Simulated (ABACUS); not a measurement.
W:

```xyz
1
Lattice="-1.5823 1.5823 1.5823 1.5823 -1.5823 1.5823 1.5823 1.5823 -1.5823" Properties=species:S:1:pos:R:3 pbc="T T T"
W     0.0000    0.0000    0.0000
```

```yaml
Program: ABACUS 3.10.1
Task: relaxation of cell and atoms
Functional: SCAN
Potentials_or_basis: SG15 ONCV 1.2 PBE
Cutoff: 1170 eV
Density_cutoff: 4680 eV
Basis: plane waves
k_mesh: 8 × 8 × 8
Occupations: fermi-dirac, width 0.05 eV
Spin: no spin polarisation
```

At the start: pressure -11.1 GPa; volume 15.85 Å³/atom.

Task: How do energy, volume and symmetry change on relaxing?

Result: Over 4 steps the energy falls by 20.0 meV/atom and the volume is 15.27 Å³/atom (-3.7 %); space group Im-3m (No. 229, to 0.05 Å).

Step by step:
```
step  energy change (eV)  largest force (eV/Å)  pressure (GPa)  volume (Å³)
   1              0.0000                0.0000          -11.11        15.85
   2             -0.0184                0.0000            3.22        15.12
   3             -0.0200                0.0000           -0.15        15.27
   4             -0.0200                0.0000            0.00        15.27
```

Final structure:
```cif
data_structure
_symmetry_space_group_name_H-M 'P 1'
_symmetry_Int_Tables_number 1
_cell_length_a 2.7068
_cell_length_b 2.7068
_cell_length_c 2.7068
_cell_angle_alpha 109.471
_cell_angle_beta 109.471
_cell_angle_gamma 109.471
_cell_volume 15.27
loop_
_atom_site_label
_atom_site_type_symbol
_atom_site_fract_x
_atom_site_fract_y
_atom_site_fract_z
_atom_site_occupancy
W1 W 0.00000 0.00000 0.00000 1
```

Caveat: the potentials were made for another functional, which shifts forces and pressure.
